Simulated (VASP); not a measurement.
**Input and output of a VASP PBE single-point calculation on SnSe₂ (strained 1T (CdI2) bulk)**

INCAR

```
NBANDS = 20
ISIF = 2
LCHARG = .TRUE.
NSW = 0
LWAVE = .FALSE.
NELM = 120
ENCUT = 520
LELF = .TRUE.
SIGMA = 0.02
LASPH = .TRUE.
GGA = PE
IBRION = -1
LREAL = .FALSE.
ISMEAR = -1
PREC = Accurate
EDIFF = 1E-7
```

KPOINTS

```
KPOINTS created by Atomic Simulation Environment
0
Gamma
12 12 4
0 0 0
```

KPOINTS_OPT

```
special points
8
Reciprocal
0.0000000000 0.0000000000 0.0000000000 1
0.5000000000 0.0000000000 0.0000000000 1
0.3333333333 0.3333333333 0.0000000000 1
0.0000000000 0.0000000000 0.5000000000 1
0.5000000000 0.0000000000 0.5000000000 1
0.3333333333 0.3333333333 0.5000000000 1
0.0000000000 0.1302080000 -0.1614580000 1
0.0000000000 0.4687500000 0.3697920000 1
```

POSCAR

```
Sn Se
 1.0000000000000000
     3.7486463432491677    0.0000000000000000    0.0000000000000000
    -1.8743231716245838    3.2464229630574200    0.0000000000000000
     0.0000000000000000    0.0000000000000000    6.3398364816999999
 Sn  Se
   1   2
Cartesian
  0.0000000000000000  0.0000000000000000  0.0000000000000000
  0.0000000000000001  2.1642819753716127  1.6011212126421270
  1.8743231716245836  1.0821409876858064  4.7387152690578729
```

VASP ran with the recommended PBE PAW datasets (26 valence electrons in the cell).

Command

```
mpirun -np 1 vasp_std
```

OSZICAR

```
N       E                     dE             d eps       ncg     rms          rms(c)
DAV:   1     0.206634908917E+03    0.20663E+03   -0.12168E+04  2816   0.148E+03
DAV:   2     0.118441792110E+02   -0.19479E+03   -0.18708E+03  2928   0.387E+02
DAV:   3    -0.112014776501E+02   -0.23046E+02   -0.22455E+02  3336   0.114E+02
DAV:   4    -0.120043864917E+02   -0.80291E+00   -0.80133E+00  3352   0.223E+01
DAV:   5    -0.120239679620E+02   -0.19581E-01   -0.19580E-01  3744   0.365E+00    0.517E+00
DAV:   6    -0.117869012134E+02    0.23707E+00   -0.48633E-01  4228   0.733E+00    0.332E+00
DAV:   7    -0.117668638304E+02    0.20037E-01   -0.15366E-01  3248   0.251E+00    0.989E-01
DAV:   8    -0.117667174644E+02    0.14637E-03   -0.12110E-02  3532   0.102E+00    0.285E-01
DAV:   9    -0.117671499182E+02   -0.43245E-03   -0.15244E-03  3132   0.283E-01    0.849E-02
DAV:  10    -0.117671529357E+02   -0.30176E-05   -0.11423E-04  3544   0.752E-02    0.337E-02
DAV:  11    -0.117671804442E+02   -0.27508E-04   -0.44268E-05  3056   0.381E-02    0.791E-03
DAV:  12    -0.117671807178E+02   -0.27367E-06   -0.17407E-06  3712   0.881E-03    0.605E-03
DAV:  13    -0.117671812320E+02   -0.51417E-06   -0.20110E-06  3036   0.792E-03    0.260E-03
DAV:  14    -0.117671813421E+02   -0.11013E-06   -0.53431E-08  2568   0.140E-03    0.101E-03
DAV:  15    -0.117671813743E+02   -0.32170E-07   -0.23256E-08  2236   0.112E-03
   1 F= -.11767181E+02 E0= -.11767181E+02  d E =-.424545E-08
       N       E                     dE             ncg
DAV:   1     0.322376258253E+04   -0.44345E+04      328
DAV:   2     0.168861682280E+04   -0.15351E+04      332
DAV:   3     0.149381178945E+04   -0.19481E+03      392
DAV:   4     0.148694921539E+04   -0.68626E+01      376
DAV:   5     0.148679152132E+04   -0.15769E+00      440
DAV:   6     0.148678915429E+04   -0.23670E-02      392
DAV:   7     0.148678900277E+04   -0.15152E-03      460
DAV:   8     0.148678900212E+04   -0.65166E-06      384
DAV:   9     0.148678900211E+04   -0.86870E-08      252
```

From OUTCAR

```
k-points           NKPTS =     69   k-points in BZ     NKDIM =     69   number of bands    NBANDS=     20

   NELECT =      26.0000    total number of electrons

   dimension x,y,z NGX =    28 NGY =   28 NGZ =   48
   dimension x,y,z NGXF=    56 NGYF=   56 NGZF=   96

  energy-cutoff  :      520.00
  volume of cell :       77.15
      direct lattice vectors                 reciprocal lattice vectors
     3.748646343  0.000000000  0.000000000     0.266762961  0.154015668  0.000000000
    -1.874323172  3.246422963  0.000000000     0.000000000  0.308031335  0.000000000
     0.000000000  0.000000000  6.339836482     0.000000000  0.000000000  0.157732775

 k-points in reciprocal lattice and weights: KPOINTS created by Atomic Simulation Env
   0.00000000  0.00000000  0.00000000       0.002
   0.08333333  0.00000000  0.00000000       0.010
   0.16666667  0.00000000  0.00000000       0.010
   0.25000000  0.00000000  0.00000000       0.010
   0.33333333  0.00000000  0.00000000       0.010
   0.41666667  0.00000000  0.00000000       0.010
   0.50000000  0.00000000  0.00000000       0.005
   0.08333333  0.08333333  0.00000000       0.010
   ...

 E-fermi :   4.5470

 k-point     1 :       0.0000    0.0000    0.0000
  band No.  band energies     occupation
      1     -17.0745      2.00000
      2     -17.0745      2.00000
      3     -17.0262      2.00000
      4     -17.0140      2.00000
      5     -17.0140      2.00000
      6      -9.7875      2.00000
      7      -8.1607      2.00000
      8      -2.1410      2.00000
      9       3.7411      2.00000
     10       3.7411      2.00000
     11       3.7970      2.00000
     12       4.0302      2.00000
     13       4.0302      2.00000
     14       5.4276      0.00000
     15       7.4785      0.00000
     16       9.0055      0.00000
     17       9.0055      0.00000
     18      11.9699      0.00000
     19      13.2955      0.00000
     20      13.2955      0.00000

 k-point     2 :       0.0833    0.0000    0.0000
  band No.  band energies     occupation
      1     -17.0775      2.00000
      2     -17.0711      2.00000
      3     -17.0240      2.00000
      4     -17.0164      2.00000
      5     -17.0140      2.00000
      6      -9.7151      2.00000
      7      -8.1093      2.00000
      8      -2.1131      2.00000
      9       2.9012      2.00000
     10       3.4324      2.00000
     11       3.5188      2.00000
     12       3.9461      2.00000
     13       4.1681      2.00000
     14       6.0318      0.00000
     15       7.9167      0.00000
     16       8.7398      0.00000
     17       9.1444      0.00000
     18      12.1769      0.00000
     19      12.5267      0.00000
     20      13.3951      0.00000

 k-point     3 :       0.1667    0.0000    0.0000
  band No.  band energies     occupation
      1     -17.0868      2.00000
      2     -17.0626      2.00000
      3     -17.0238      2.00000
      4     -17.0163      2.00000
      5     -17.0133      2.00000
      6      -9.5026      2.00000
      7      -7.9676      2.00000
      8      -2.0623      2.00000
      9       1.6797      2.00000
     10       2.6924      2.00000
     11       2.9463      2.00000
     12       3.8867      2.00000
     13       4.2167      2.00000
     14       6.5802      0.00000
     15       8.0284      0.00000
     16       9.1734      0.00000
     17       9.4403      0.00000
     18      11.4288      0.00000
     19      12.4931      0.00000
     20      13.5033      0.00000

 k-point     4 :       0.2500    0.0000    0.0000
  band No.  band energies     occupation
      1     -17.1011      2.00000
      2     -17.0530      2.00000
      3     -17.0313      2.00000
      4     -17.0103      2.00000
      5     -17.0065      2.00000
      6      -9.1661      2.00000
      7      -7.7753      2.00000
      8      -2.1073      2.00000
      9       0.6711      2.00000
     10       1.8399      2.00000
     11       2.4764      2.00000
     12       3.7613      2.00000
     13       4.1474      2.00000
     14       6.2266      0.00000
     15       8.1743      0.00000
     16       9.6431      0.00000
     17       9.8137      0.00000
     18      10.7010      0.00000
     19      12.6910      0.00000
     20      13.6072      0.00000

 k-point     5 :       0.3333    0.0000    0.0000
  band No.  band energies     occupation
      1     -17.1164      2.00000
      2     -17.0468      2.00000
      3     -17.0381      2.00000
      4     -17.0037      2.00000
      5     -16.9962      2.00000
      6      -8.7433      2.00000
      7      -7.6041      2.00000
      8      -2.3978      2.00000
      9       0.0784      2.00000
     10       1.2452      2.00000
     11       2.0995      2.00000
     12       3.4619      2.00000
     13       4.0384      2.00000
     14       5.7200      0.00000
     15       8.1787      0.00000
     16       9.6607      0.00000
     17       9.8104      0.00000
     18      10.5379      0.00000
     19      13.3374      0.00000
     20      13.8830      0.00000

 k-point     6 :       0.4167    0.0000    0.0000
  band No.  band energies     occupation
      1     -17.1281      2.00000
      2     -17.0445      2.00000
      3     -17.0428      2.00000
      4     -16.9966      2.00000
      5     -16.9886      2.00000
      6      -8.3161      2.00000
      7      -7.5438      2.00000
      8      -2.7936      2.00000
      9      -0.2427      2.00000
     10       1.0893      2.00000
     11       1.8587      2.00000
     12       3.0396      2.00000
     13       3.9507      2.00000
     14       5.4385      0.00000
     15       8.0432      0.00000
     16       9.5621      0.00000
     17       9.6013      0.00000
     18      10.7049      0.00000
     19      13.7217      0.00000
     20      14.5290      0.00000

 k-point     7 :       0.5000    0.0000    0.0000
  band No.  band energies     occupation
      1     -17.1324      2.00000
      2     -17.0444      2.00000
      3     -17.0441      2.00000
      4     -16.9937      2.00000
      5     -16.9859      2.00000
      6      -8.0894      2.00000
      7      -7.5788      2.00000
      8      -2.9693      2.00000
      9      -0.3714      2.00000
     10       1.1372      2.00000
     11       1.7761      2.00000
     12       2.8116      2.00000
     13       3.9180      2.00000
     14       5.3582      0.00000
     15       7.9773      0.00000
     16       9.4701      0.00000
     17       9.5701      0.00000
     18      10.7749      0.00000
     19      14.0455      0.00000
     20      14.4875      0.00000

 k-point     8 :       0.0833    0.0833    0.0000
  band No.  band energies     occupation
      1     -17.0829      2.00000
      2     -17.0660      2.00000
      3     -17.0206      2.00000
      4     -17.0200      2.00000
      5     -17.0133      2.00000
      6      -9.5726      2.00000
      7      -8.0126      2.00000
      8      -2.0730      2.00000
      9       2.1429      2.00000
     10       2.4903      2.00000
     11       3.5590      2.00000
     12       3.8361      2.00000
     13       4.0597      2.00000
     14       6.5477      0.00000
     15       8.4643      0.00000
     16       8.4754      0.00000
     17       9.4283      0.00000
     18      11.8127      0.00000
     19      12.2535      0.00000
     20      13.4106      0.00000

 k-point     9 :       0.1667    0.0833    0.0000
  band No.  band energies     occupation
      1     -17.0935      2.00000
      2     -17.0586      2.00000
      3     -17.0271      2.00000
      4     -17.0155      2.00000
      5     -17.0077      2.00000
      6      -9.2974      2.00000
      7      -7.8444      2.00000
      8      -2.0651      2.00000
      9       1.1426      2.00000
     10       1.7530      2.00000
     11       2.9896      2.00000
     12       3.6443      2.00000
     13       4.0534      2.00000
     14       6.5720      0.00000
     15       8.4417      0.00000
     16       9.2188      0.00000
     17       9.7184      0.00000
     18      11.1037      0.00000
     19      12.0292      0.00000
     20      13.7614      0.00000

 k-point    10 :       0.2500    0.0833    0.0000
  band No.  band energies     occupation
      1     -17.1072      2.00000
      2     -17.0521      2.00000
      3     -17.0337      2.00000
      4     -17.0106      2.00000
      5     -16.9981      2.00000
      6      -8.9148      2.00000
      7      -7.6592      2.00000
      8      -2.2396      2.00000
      9       0.3717      2.00000
     10       1.2498      2.00000
     11       2.3168      2.00000
     12       3.4429      2.00000
     13       3.9287      2.00000
     14       6.1118      0.00000
     15       8.6011      0.00000
     16       9.5108      0.00000
     17      10.0002      0.00000
     18      10.5843      0.00000
     19      12.4292      0.00000
     20      13.8576      0.00000

 ...

  Total        2.6984949      2.6984949      1.5950093     -0.0000000      0.0000000      0.0000000
  in kB       56.0369595     56.0369595     33.1219703     -0.0000000      0.0000000      0.0000000
  external PRESSURE =      48.3986298 kB  Pullay stress =       0.0000000 kB

 POSITION                                       TOTAL-FORCE (eV/Angst)
 -----------------------------------------------------------------------------------
      0.00000      0.00000      0.00000        -0.000000      0.000000      0.000000
      0.00000      2.16428      1.60112        -0.000000      0.000000      0.290148
      1.87432      1.08214      4.73872         0.000000     -0.000000     -0.290148
 -----------------------------------------------------------------------------------
    total drift:                               -0.000000     -0.000000     -0.000000

  FREE ENERGIE OF THE ION-ELECTRON SYSTEM (eV)
  ---------------------------------------------------
  free  energy   TOTEN  =       -11.7671813743 eV

  energy  without entropy=      -11.7671813701  energy(sigma->0) =      -11.76718137
```

| Property | Result |
| --- | --- |
| gap between bands v and c | 0.53 eV |
| least direct gap | 1.15 eV |
| pressure | 4.8 GPa |
| largest force | 0.29 eV/Å |

Band v is the last that the valence electrons fill when counted band by band, and c is the next.

The run took about 78 s on one core of a shared host (Intel Xeon Platinum 8488C) and held 0.31 GiB at most.
